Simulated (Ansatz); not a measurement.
## Si (R-3), clamped-ion strain scan

All numbers below come from DFT r2SCAN, scalar-relativistic, plane waves, PAW (Ansatz). The runs took a 500 eV cutoff, a Γ-centred 12×12×12 mesh and Gaussian smearing (0.15 eV). No spin polarisation. Energies are free energies at this smearing, counted from the undisturbed cell; pressure is positive in compression.

The undisturbed cell (relaxed at this level; this form isn't the usual structure):

```
Si
1.0
     4.71552    2.72251    1.88873
    -4.71552    2.72251    1.88873
     0.00000   -5.44502    1.88873
Si
8
Direct
  0.01615 0.71412 0.51758
  0.98385 0.28588 0.48242
  0.71242 0.71242 0.71242
  0.28588 0.48242 0.98385
  0.48242 0.98385 0.28588
  0.71412 0.51758 0.01615
  0.28758 0.28758 0.28758
  0.51758 0.01615 0.71412
```

The cell is strained by ε times the Voigt pattern (1, -1, 0, 0, 0, 0) (xx, yy, zz, yz, xz, xy; engineering shear) with fractional coordinates fixed. The cell is metallic on the mesh throughout.

| ε | ΔE (meV/atom) | stress summed along the pattern (GPa, tension positive) | pressure (GPa) |
| --- | --- | --- | --- |
| -0.1500 | 502.6 | -51.91 | 8.3 |
| -0.0750 | ? | ? | 2.1 |
| 0.0000 | 0.0 | 0.00 | 0.0 |
| 0.0375 | 30.7 | 14.17 | 0.5 |
| 0.1125 | 252.0 | 34.11 | 4.1 |

**Question.** Give the withheld values.

**Answer.** ΔE (meV/atom) at ε = -0.0750: 129.1; stress summed along the pattern (GPa, tension positive) at ε = -0.0750: -29.88.